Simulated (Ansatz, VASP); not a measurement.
**SiH2C (H-SiC-H chair, 1 layer): VASP beside Ansatz**

One calculation is typed for both programs; each brings its own data sets. How far apart do they land? Of the first pair: The structure shown is the start of the Ansatz relaxation below; VASP solves that cell, so the two are compared at the walk's first step.

Program: Ansatz 0.2.0. Level of theory: plane waves, with VASP 6.6.1 beside it; single point at PBE. Results are calculated unless marked as measured.

**1. The structure**

The cell holds 4 atoms: 2 H, 1 C and 1 Si. Cell: a = 3.086 Å, b = 3.085 Å, c = 20.113 Å, α = 90.0°, β = 90.0°, γ = 120.0°. Vacuum lies along c.

**2. Ansatz: relaxation, PBE**

Ansatz runs on its default PAW (the set named soft_2) files.

The two programs are compared at the cell with which this relaxation starts, whose forces are those of its first step.

Contents of input.yaml:

```yaml
crystal:
  lattice:
    - [3.0855, 0.0, 0.0]
    - [-1.54275, 2.6721213834, 0.0]
    - [0.0, 0.0, 20.1133333333]
  atoms:
    - { symbol: H, position: [0.6666666667, 0.3333333333, 0.422605237] }
    - { symbol: C, position: [0.6666666667, 0.3333333333, 0.4758037786] }
    - { symbol: Si, position: [0.3333333333, 0.6666666667, 0.5067948293] }
    - { symbol: H, position: [0.3333333333, 0.6666666667, 0.577394763] }
kpoints:
  mp_grid: { grid: [12, 12, 1] }
hamiltonian:
  xc: pbe
scf:
  occupations: { method: fermi_dirac, width: 0.05 }
  convergence: { dr2_threshold: 1.0e-08 }
efield:
  axis: 3
  dipole_correction: true
  ramp_position: 0.97
  ramp_width: 0.04
relax:
  f_tol: 0.01
  cell: { fix: [c, alpha, beta] }
output:
  write_potential: true
  write_density: true
  volumetric_format: npy
```

Launch:

```bash
$ ansatz run input.yaml --threads 2 --pin off --max-ram 4096MiB --backend cpu --events-out ev --progress --plain --runs-dir out
```

Numbers of over 12 decimals in the logs are rounded to 6 here.

The log of the run:

```text
Warning: relax.cell: scf.convergence.dr2_threshold = 1e-8 eV is looser than the 4e-10 eV advised for a relaxation that steers and ends on the stress (1e-10 eV for each atom of the cell: 4). What an SCF threshold leaves in a stress goes as its square root, and in the free energy as the threshold itself, and one threshold admits the most on a small cell: [figures from the program's tests cut] Set scf.convergence.dr2_threshold to 4e-10 eV or tighter. The threshold is an SCF's pass mark: one that does not reach it within its budget of iterations ends unconverged, or closes short of it on a stop that the run arms, and scf.convergence.dr2_threshold's page says what that costs each kind of run
Engine: ansatz 0.2.0, aarch64-unknown-linux-gnu
Pseudopotentials: kind: paw
Pseudopotential: H, paw, valence charge 1, recommended cutoff 420 eV (normal), H.paw.azcp
Pseudopotential: C, paw, valence charge 4, recommended cutoff 420 eV (normal), C.paw.azcp
Pseudopotential: Si, paw, valence charge 4, recommended cutoff 420 eV (normal), Si.paw.azcp
Functional definition: PBE
  parameter kappa = 0.804
  parameter beta = 0.066725
  exchange = pbe_x(kappa = kappa, mu = beta*pi^2/3)
  correlation = pbe_c(beta = beta)
Crystal: 4 atoms, lattice volume = 165.831 Å³
Basis set: ecut = 420 eV, 3223 PW (Γ), exchange–correlation on 48×48×270 points (8 copies of the dense FFT grid, shifted against one another)
Bands: 9, of which v1, the nominal top of the filled ones, is band 5 counted from 1 (4 counted from 0)
Symmetry: 6 space group operations
Space group: P3m1 (ITA 156), of the structure as read, at distance tolerance 5.5e-5 Å
k-points: 19 of 144 (time reversal used)
Non-local potential: H, projectors of the file, l = 0: 2, l = 1: 1
Non-local potential: C, projectors of the file, l = 0: 2, l = 1: 2, l = 2: 1
Non-local potential: Si, projectors of the file, l = 0: 2, l = 1: 2, l = 2: 2
PAW form: soft (Blöchl's): semilocal exchange-correlation on the pseudo side does not see the compensation charge
PAW one-centre angular grid: H, 110 points (default); XC on 64 Gauss nodes
PAW one-centre angular grid: C, 110 points (default); XC on 64 Gauss nodes
PAW one-centre angular grid: Si, 110 points (default); XC on 64 Gauss nodes
Initial density: superposition of atomic densities (neutral atoms: chi_scale 0, normalization atom), corrected by the library's trained network
Initial wavefunctions: pseudopotential atomic-orbital guess
Functional: x = pbe(κ = 0.804, μ = 0.219515), c = pbe(β = 0.066725)
SCF iter   1: F=—  HF=-918.908230 eV  |F-HF|=—  |Δ(HF+E_count)|=         —  Δρ=1.80e-3  dr2=1.22e-2  ethr=1.77e-3  p=-0.046 e·Å  D=-5.04e-2 V/Å  ΔV_dip=1.01 eV  dr2_dipole=3.95e-5  V_vac-E_F(+/−)=3.89/2.88 eV  ⟨swp⟩=7.4  Hψ=1618  notcnv=0
efield: sawtooth ramp at fractional position 0.9700 (set: `efield.ramp_position`, or a place that a band, a saddle search or an elastic batch's reference lends), width 0.0400; the density the first Hamiltonian is built on has a dipole p = -0.046 e·Å; the dipole correction subtracts the counter field D = -5.04e-2 V/Å, which shifts the + side's vacuum level by +1.01 eV against the − side's; the planar-averaged density in the ramp window peaks in size at 1.5e-5 e/Å³
preconditioner: auto → none  [insulator: Δε(μ)=3.690 eV  Ē_g=11.737 eV  σ=0.050 eV  W_gap=1.00  n_scr=10 (ndim 8)  ℏωp=9.1 eV  f_vac=0.703  D(μ)=0.00/eV (n_scr^D=0)  ε∞_Penn≈1.6]
SCF iter   2: F=—  HF=-918.910328 eV  |F-HF|=—  |Δ(HF+E_count)|=   2.10e-3  Δρ=8.00e-4  dr2=5.71e-3  ethr=1.22e-4  p=-0.042 e·Å  D=-4.57e-2 V/Å  ΔV_dip=0.92 eV  dr2_dipole=1.64e-3  V_vac-E_F(+/−)=3.64/2.72 eV  ⟨swp⟩=2.7  Hψ=472  notcnv=0
SCF iter   3: F=—  HF=-918.909317 eV  |F-HF|=—  |Δ(HF+E_count)|=   1.01e-3  Δρ=5.44e-4  dr2=1.33e-3  ethr=5.71e-5  p=-0.059 e·Å  D=-6.48e-2 V/Å  ΔV_dip=1.30 eV  dr2_dipole=2.77e-5  V_vac-E_F(+/−)=3.88/2.58 eV  ⟨swp⟩=2.3  Hψ=305  notcnv=0
SCF iter   4: F=—  HF=-918.909344 eV  |F-HF|=—  |Δ(HF+E_count)|=   2.69e-5  Δρ=2.31e-4  dr2=2.25e-4  ethr=1.33e-5  p=-0.061 e·Å  D=-6.71e-2 V/Å  ΔV_dip=1.35 eV  dr2_dipole=4.71e-6  V_vac-E_F(+/−)=3.86/2.52 eV  ⟨swp⟩=2.4  Hψ=249  notcnv=0
SCF iter   5: F=—  HF=-918.909386 eV  |F-HF|=—  |Δ(HF+E_count)|=   4.21e-5  Δρ=5.81e-5  dr2=7.51e-6  ethr=2.25e-6  p=-0.063 e·Å  D=-6.82e-2 V/Å  ΔV_dip=1.37 eV  dr2_dipole=2.36e-8  V_vac-E_F(+/−)=3.85/2.48 eV  ⟨swp⟩=2.7  Hψ=299  notcnv=0
SCF iter   6: F=—  HF=-918.909370 eV  |F-HF|=—  |Δ(HF+E_count)|=   1.65e-5  Δρ=1.42e-5  dr2=2.18e-7  ethr=7.51e-8  p=-0.063 e·Å  D=-6.85e-2 V/Å  ΔV_dip=1.38 eV  dr2_dipole=1.40e-9  V_vac-E_F(+/−)=3.84/2.46 eV  ⟨swp⟩=2.5  Hψ=263  notcnv=0
[...]
SCF iter   4: F=—  HF=-919.005095 eV  |F-HF|=—  |Δ(HF+E_count)|=   8.35e-6  Δρ=1.25e-5  dr2=1.94e-7  ethr=3.99e-8  p=-0.082 e·Å  D=-8.72e-2 V/Å  ΔV_dip=1.75 eV  dr2_dipole=3.40e-11  V_vac-E_F(+/−)=4.36/2.60 eV  ⟨swp⟩=2.2  Hψ=243  notcnv=0
SCF iter   5: F=—  HF=-919.005095 eV  |F-HF|=—  |Δ(HF+E_count)|=   2.85e-8  Δρ=3.78e-6  dr2=1.01e-8  ethr=1.94e-9  p=-0.082 e·Å  D=-8.72e-2 V/Å  ΔV_dip=1.75 eV  dr2_dipole=2.89e-11  V_vac-E_F(+/−)=4.36/2.60 eV  ⟨swp⟩=2.9  Hψ=280  notcnv=0
[...]
Initial wavefunctions: pseudopotential atomic-orbital guess (no wavefunctions were taken with the density)
iter 1 solved again at ethr=9.72e-7 eV; its pass at ethr=3.10e-3 eV (dr2=9.72e-5 eV) is discarded
SCF iter   1: F=—  HF=-919.005917 eV  |F-HF|=—  |Δ(HF+E_count)|=         —  Δρ=9.39e-5  dr2=9.21e-7  ethr=9.72e-7  p=-0.082 e·Å  D=-8.72e-2 V/Å  ΔV_dip=1.75 eV  dr2_dipole=6.75e-10  V_vac-E_F(+/−)=4.37/2.62 eV  ⟨swp⟩=3.4  Hψ=2098  notcnv=0
efield: sawtooth ramp at fractional position 0.9700 (set: `efield.ramp_position`, or a place that a band, a saddle search or an elastic batch's reference lends), width 0.0400; the density the first Hamiltonian is built on has a dipole p = -0.082 e·Å; the dipole correction subtracts the counter field D = -8.72e-2 V/Å, which shifts the + side's vacuum level by +1.75 eV against the − side's; the planar-averaged density in the ramp window peaks in size at 1.8e-6 e/Å³
preconditioner: auto → none  [insulator: Δε(μ)=3.750 eV  Ē_g=11.468 eV  σ=0.050 eV  W_gap=1.00  n_scr=10 (ndim 8)  ℏωp=9.0 eV  f_vac=0.714  D(μ)=0.00/eV (n_scr^D=0)  ε∞_Penn≈1.6]
SCF iter   2: F=—  HF=-919.006578 eV  |F-HF|=—  |Δ(HF+E_count)|=   6.61e-4  Δρ=4.69e-5  dr2=2.36e-7  ethr=9.21e-9  p=-0.082 e·Å  D=-8.72e-2 V/Å  ΔV_dip=1.75 eV  dr2_dipole=2.57e-9  V_vac-E_F(+/−)=4.36/2.61 eV  ⟨swp⟩=2.1  Hψ=274  notcnv=0
SCF iter   3: F=—  HF=-919.006860 eV  |F-HF|=—  |Δ(HF+E_count)|=   2.82e-4  Δρ=1.19e-5  dr2=2.19e-7  ethr=2.36e-9  p=-0.082 e·Å  D=-8.72e-2 V/Å  ΔV_dip=1.75 eV  dr2_dipole=3.05e-8  V_vac-E_F(+/−)=4.36/2.61 eV  ⟨swp⟩=2.1  Hψ=298  notcnv=0
SCF iter   4: F=—  HF=-919.006889 eV  |F-HF|=—  |Δ(HF+E_count)|=   2.85e-5  Δρ=2.82e-6  dr2=1.23e-8  ethr=2.19e-9  p=-0.082 e·Å  D=-8.72e-2 V/Å  ΔV_dip=1.75 eV  dr2_dipole=2.58e-9  V_vac-E_F(+/−)=4.36/2.60 eV  ⟨swp⟩=2.2  Hψ=231  notcnv=0
SCF iter   5: F=-919.006892 eV  HF=-919.006892 eV  |F-HF|=2.19e-7  |Δ(HF+E_count)|=   3.53e-6  Δρ=7.14e-7  dr2=2.75e-10  ethr=1.00e-10  p=-0.082 e·Å  D=-8.72e-2 V/Å  ΔV_dip=1.75 eV  dr2_dipole=6.95e-12  V_vac-E_F(+/−)=4.36/2.60 eV  ⟨swp⟩=13.2  Hψ=1432  notcnv=0
SCF 5 converged in 5 iterations: F = -919.006892 eV  dr2 = 2.75e-10
relax step   5: F+E_penalty+E_count = -919.00689248 eV  Δ(F+E_penalty+E_count) = -1.798e-3 eV  max|allowed force component| = 5.677e-3 eV/Å  Δτ_max = 0.0000 Å  P = +0.009 GPa  Ω = 169.891 Å³  fix = [c, alpha, beta]  reactions: c +0.002 GPa  stress off target by 1.25e-2 GPa on what of the cell is left free  SCF on the basis re-selected at this cell (its energy is not comparable with the rows above)  (5 SCF iters)
basis re-selected at this cell: Δ(F+E_penalty+E_count) = -1.798e-3 eV, ΔP = +0.010 GPa vs the last step (what re-selecting the basis moved, of the pressure what is left beyond the Pulay correction that the steps carried, after the strain that the cell walked since its last selection, with what the two solves' SCF thresholds leave and, on support functions, any second-order correction that the steps lacked; it is no m [...]
WARN: The output density's exchange-correlation potential varies sharply where the density is thin. Do not read a vacuum level from v_tot or v_xc, or from such a field of the output density. On a cell that repeats whose density bears no net charge and no dipole along the vacuum's axis use v_es (v_loc + v_h of the components); under efield.dipole_correction with no amplitude use v_es + v_field, which holds any externa [...]
SCF converged after 5 iterations
Free energy (F): -919.006892 eV
Harris-Foulkes:  -919.006892 eV  (|F-HF|=2.19e-7)
Internal energy: -919.006892 eV  (E = F + TS)
E sigma→0 (E₀):  -919.006892 eV
Fermi energy:    -1.505603 eV
Dipole field:    D = -0.087176 V/Å  (p = -0.081847 e·Å, saw-weighted, corrected)
Work function:   Φ+ = 4.3579 eV   Φ− = 2.6045 eV
Levels:          The Fermi level and band energies are counted from a zero that moves with the ramp; work functions are not
--- Per-component energies (eV) ---
  E_band       = -86.021356
  E_kinetic    = 160.670998
  E_local      = -2758.325446  (includes V_loc(G=0)·N_el)
  E_nonlocal   = 55.466085
  E_hartree    = 1298.783650
  E_xc         = -122.281435
  E_vxc        = -130.827076  (∫ρ·V_xc dr)
  E_paw        = -613.244361  (= ΣΔE_a)
  E_vpaw       = -10.626298  (= ΣTr[D̂ρ^β])
  E_aug_tail   = -0.002548  (compensation charges beyond the density's cutoff)
  E_efield     = 0.003568  (sawtooth field / dipole correction)
  E_vefield    = 0.055285  (∫n·V_field dr)
  E_ewald      = 1059.922598
  E_smearing   = -0.000000  (= −TS)
  E_closure    = -0.000000  (closes the sum)
  Σ components = -919.006892   (vs F -919.006892, Δ=0.00e0)
--- Forces (eV/Å), atoms counted from 1 ---
  atom   1  H      0.00000000    -0.00000000     0.00484441
  atom   2  C     -0.00000000     0.00000000    -0.00432670
  atom   3  Si     0.00000000    -0.00000000    -0.00567456
  atom   4  H      0.00000000     0.00000000     0.00516734
  max |Σ_I F_I| component: 1.05e-5 eV/Å
--- Stress (GPa, compression-positive) ---
        0.012480       0.000000      -0.000000
        0.000000       0.012480      -0.000000
       -0.000000      -0.000000       0.001951
  P = ⅓ Tr σ = 0.0090 GPa (0.090 kbar)
--- Band table (eV; the first three rows and the last of 19) ---
  k-point 0: bands = ["-16.7755", "-10.4039", "-5.7507", "-3.4048", "-3.4048", "0.3708", "1.6300", "2.2662", "2.3437"]
  k-point 1: bands = ["-16.6698", "-10.3267", "-5.7190", "-3.9606", "-3.5495", "0.4984", "1.7720", "2.3813", "2.6922"]
  k-point 2: bands = ["-16.3582", "-10.1137", "-5.6958", "-5.1419", "-3.9055", "0.8571", "2.1857", "2.5301", "2.8229"]
  k-point 18: bands = ["-13.8559", "-10.0969", "-7.8753", "-7.3024", "-5.5293", "1.8874", "3.8329", "3.8800", "6.0909"]
--- Relaxed structure (4 steps of the walk, 4 accepted, 1 SCFs on fresh bases) ---
  F+E_penalty+E_count = -919.00689248 eV   max|allowed force component| = 5.677e-3 eV/Å   (the final SCF, on the basis selected at the relaxed cell)
  cell:  # Å, volume = 169.8910 Å³
    - [3.123042, 0, 0]
    - [-1.561521, 2.704634, 0]
    - [0, 0, 20.1133333333]
  atoms:
    - { symbol: H, position: [0.666667, 0.333333, 0.421474] }
    - { symbol: C, position: [0.666667, 0.333333, 0.476514] }
    - { symbol: Si, position: [0.333333, 0.666667, 0.505107] }
    - { symbol: H, position: [0.333333, 0.666667, 0.579504] }
```

**3. VASP: single point, PBE, start cell, pair 1**

The same cell, functional, mesh and smearing now go to VASP, with its own data sets.

Lines of VASP's logs that name or quote its potential files are left out, and so is its time.

Contents of INCAR:

```
SYSTEM = SiH2C
PREC = Accurate
ENCUT = 520
EDIFF = 1E-06
NELM = 120
ISMEAR = -1
SIGMA = 0.05
LREAL = .FALSE.
ALGO = Normal
GGA = PE
NBANDS = 11
LORBIT = 11
LWAVE = .FALSE.
LCHARG = .FALSE.
ISIF = 2
LDIPOL = .TRUE.
IDIPOL = 3
DIPOL = 0.5 0.5 0.495
LVHAR = .TRUE.
LASPH = .TRUE.
GGA_COMPAT = .FALSE.
EFERMI = MIDGAP
NELMDL = -8
```

Contents of POSCAR:

```
SiH2C
1.0
    3.0855000000      0.0000000000      0.0000000000
   -1.5427500000      2.6721210000      0.0000000000
    0.0000000000      0.0000000000     20.1133330000
H C Si
2 1 1
Direct
    0.6666666667      0.3333333333      0.4226052440
    0.3333333334      0.6666666666      0.5773947560
    0.6666666667      0.3333333333      0.4758037865
    0.3333333334      0.6666666666      0.5067948211
```

Contents of KPOINTS:

```
Automatic mesh
0
Gamma
12 12 1
0 0 0
```

PAW data sets: H, C and Si (PBE family, release 64).

Launch:

```bash
$ mpirun -np 1 vasp_std
```

The log of the run:

```text
[banner, memory and clock lines left out]
running    1 mpi-ranks, on    1 nodes
 distrk:  each k-point on    1 cores,    1 groups
 distr:  one band on    1 cores,    1 groups

 POSCAR found type information on POSCAR H C Si
 POSCAR found :  3 types and       4 ions
 LDA part: xc-table for (Slater+PW92), standard interpolation
 POSCAR, INCAR and KPOINTS ok, starting setup
 FFT: planning ... GRIDC
 FFT: planning ... GRID_SOFT
 FFT: planning ... GRID
 WAVECAR not read
 entering main loop
       N       E                     dE             d eps       ncg     rms          rms(c)
DAV:   1     0.531324725846E+02    0.53132E+02   -0.35192E+03   426   0.633E+02
DAV:   2    -0.174191691735E+02   -0.70552E+02   -0.61801E+02   607   0.126E+02
DAV:   3    -0.245255759873E+02   -0.71064E+01   -0.70689E+01   541   0.487E+01
DAV:   4    -0.247519169833E+02   -0.22634E+00   -0.22593E+00   624   0.102E+01
DAV:   5    -0.247546854672E+02   -0.27685E-02   -0.27681E-02   621   0.900E-01
DAV:   6    -0.247546945956E+02   -0.91284E-05   -0.91268E-05   605   0.651E-02
DAV:   7    -0.247546947449E+02   -0.14930E-06   -0.14926E-06   650   0.651E-03
DAV:   8    -0.247546947456E+02   -0.75329E-09   -0.78461E-09   549   0.492E-04    0.996E+00
DAV:   9    -0.222013652168E+02    0.25533E+01   -0.66610E+00   498   0.150E+01    0.478E+00
DAV:  10    -0.219499600063E+02    0.25141E+00   -0.13671E+00   558   0.678E+00    0.214E+00
DAV:  11    -0.218611457526E+02    0.88814E-01   -0.15472E-01   587   0.235E+00    0.432E-01
DAV:  12    -0.218442781020E+02    0.16868E-01   -0.25473E-02   657   0.100E+00    0.204E-01
DAV:  13    -0.218397067628E+02    0.45713E-02   -0.50680E-03   576   0.411E-01    0.119E-01
DAV:  14    -0.218354684474E+02    0.42383E-02   -0.42162E-03   576   0.343E-01    0.640E-02
[...]
DAV:  19    -0.218380860733E+02   -0.19703E-03   -0.18734E-05   558   0.224E-02    0.541E-03
DAV:  20    -0.218382240832E+02   -0.13801E-03   -0.22761E-05   456   0.195E-02    0.152E-03
DAV:  21    -0.218382451313E+02   -0.21048E-04   -0.17560E-06   608   0.640E-03    0.121E-03
DAV:  22    -0.218382646541E+02   -0.19523E-04   -0.18021E-06   467   0.454E-03    0.707E-04
DAV:  23    -0.218382732945E+02   -0.86404E-05   -0.21433E-07   515   0.211E-03    0.505E-04
DAV:  24    -0.218382767408E+02   -0.34463E-05   -0.43189E-08   532   0.109E-03    0.478E-04
DAV:  25    -0.218382783322E+02   -0.15914E-05   -0.14078E-08   477   0.630E-04    0.121E-04
DAV:  26    -0.218382786956E+02   -0.36341E-06   -0.77676E-09   540   0.422E-04
   1 F= -.21838279E+02 E0= -.21838279E+02  d E =-.203758E-16
```

Parts of OUTCAR (step 3):

```text
ion  position               nearest neighbor table
   1  0.667  0.333  0.423-   3 1.07
   2  0.333  0.667  0.577-   4 1.42
   3  0.667  0.333  0.476-   1 1.07   4 1.89   4 1.89   4 1.89
   4  0.333  0.667  0.507-   2 1.42   3 1.89   3 1.89   3 1.89

  LATTYP: Found a hexagonal cell.
 ALAT       =     3.0855000000
 C/A-ratio  =     6.5186624534

 Subroutine GETGRP returns: Found  6 space group operations
 (whereof  6 operations were pure point group operations)

The static configuration has the point symmetry C_3v.

 Found     19 irreducible k-points:

   k-points           NKPTS =     19   k-points in BZ     NKDIM =     19   number of bands    NBANDS=     11

   dimension x,y,z NGX =    24 NGY =   24 NGZ =  150
   dimension x,y,z NGXF=    48 NGYF=   48 NGZF=  300

   ENCUT  =  520.0 eV  38.22 Ry    6.18 a.u.   5.74  5.74 37.40*2*pi/ulx,y,z

   NELECT =      10.0000    total number of electrons

 k-points in reciprocal lattice and weights: Automatic mesh
   0.00000000  0.00000000  0.00000000       0.007
   0.08333333  0.00000000  0.00000000       0.042
   0.16666667  0.00000000  0.00000000       0.042
   0.25000000 -0.00000000  0.00000000       0.042
   0.33333333  0.00000000  0.00000000       0.042
   0.41666667 -0.00000000  0.00000000       0.042
   0.50000000 -0.00000000  0.00000000       0.021
   0.08333333  0.08333333  0.00000000       0.042
   0.16666667  0.08333333  0.00000000       0.083
[...]
0.33333333  0.25000000  0.00000000       0.083
   0.33333333  0.33333333  0.00000000       0.014

 dipolmoment           0.000000      0.000000      0.063179 electrons x Angstroem

 average (electrostatic) potential at core
       1 -40.6217       2 -38.9321       3 -55.9066       4 -91.0864

 E-fermi :  -1.3805

 k-point     1 :       0.0000    0.0000    0.0000
  band No.  band energies     occupation
      1     -16.9105      2.00000
      2     -10.8181      2.00000
      3      -6.1697      2.00000
      4      -3.1807      2.00000
      5      -3.1807      2.00000
      6       0.4197      0.00000
      7       1.5925      0.00000
      8       2.0260      0.00000
      9       2.7248      0.00000
     10       2.7582      0.00000
    ...

 k-point     2 :       0.0833    0.0000    0.0000
  band No.  band energies     occupation
      1     -16.8015      2.00000
      2     -10.7381      2.00000
      3      -6.1369      2.00000
      4      -3.7524      2.00000
      5      -3.3316      2.00000
      6       0.5518      0.00000
      7       1.7376      0.00000
      8       2.1326      0.00000
      9       2.8735      0.00000
     10       3.0954      0.00000
    ...

 k-point     3 :       0.1667    0.0000    0.0000
  band No.  band energies     occupation
      1     -16.4804      2.00000
      2     -10.5146      2.00000
      3      -6.0767      2.00000
      4      -5.0110      2.00000
      5      -3.7014      2.00000
      6       0.9253      0.00000
      7       2.1689      0.00000
      8       2.3820      0.00000
      9       2.9354      0.00000
     10       3.3268      0.00000
    ...

  Total        0.6849767      0.6849765      2.9349872      0.0000000      0.0000000      0.0000000
  in kB        6.6179070      6.6179051     28.3563991      0.0000000      0.0000000      0.0000000
  external PRESSURE =      13.8640704 kB  Pullay stress =       0.0000000 kB

  energy-cutoff  :      520.00
  volume of cell :      165.83
      direct lattice vectors                 reciprocal lattice vectors
     3.085500000  0.000000000  0.000000000     0.324096581  0.187117275  0.000000000
    -1.542750000  2.672121000  0.000000000     0.000000000  0.374234550  0.000000000
     0.000000000  0.000000000 20.113333000     0.000000000  0.000000000  0.049718264

 POSITION                                       TOTAL-FORCE (eV/Angst)
 -----------------------------------------------------------------------------------
      1.54275      0.89071      8.50000        -0.000000      0.000000     -1.125879
      0.00000      1.78141     11.61333        -0.000000      0.000000      1.501085
      1.54275      0.89071      9.57000         0.000000      0.000000      1.716033
      0.00000      1.78141     10.19333        -0.000000     -0.000000     -2.091240
 -----------------------------------------------------------------------------------
    total drift:                               -0.000000      0.000007      0.000132

  FREE ENERGIE OF THE ION-ELECTRON SYSTEM (eV)
  ---------------------------------------------------
  free  energy   TOTEN  =       -21.8382786956 eV

  energy  without entropy=      -21.8382786956  energy(sigma->0) =      -21.83827870

 vacuum level on the upper side and lower side of the slab         2.474         1.088

 total charge
# of ion       s       p       d       tot
------------------------------------------
    1        0.645   0.054   0.000   0.699
    2        0.615   0.016   0.000   0.631
    3        0.838   1.748   0.000   2.586
    4        0.722   1.021   0.000   1.744
--------------------------------------------------
tot          2.820   2.840   0.000   5.660

[... 3 further parts left out ...]
```

(Part 1 of 2 ends here.)

[Lines on the potential files, build, host, timing and source positions are cut from VASP's logs without a mark.]

[Logs are printed without paths, hosts, clocks, repeated set-up lines and the standing remarks that a program may print on its own settings, such as how far it seeks lower states.]

[Hosts, paths, dates, database ids (printed as entryN), source tags and the programs' standing remarks are cut or masked in the printed files.]
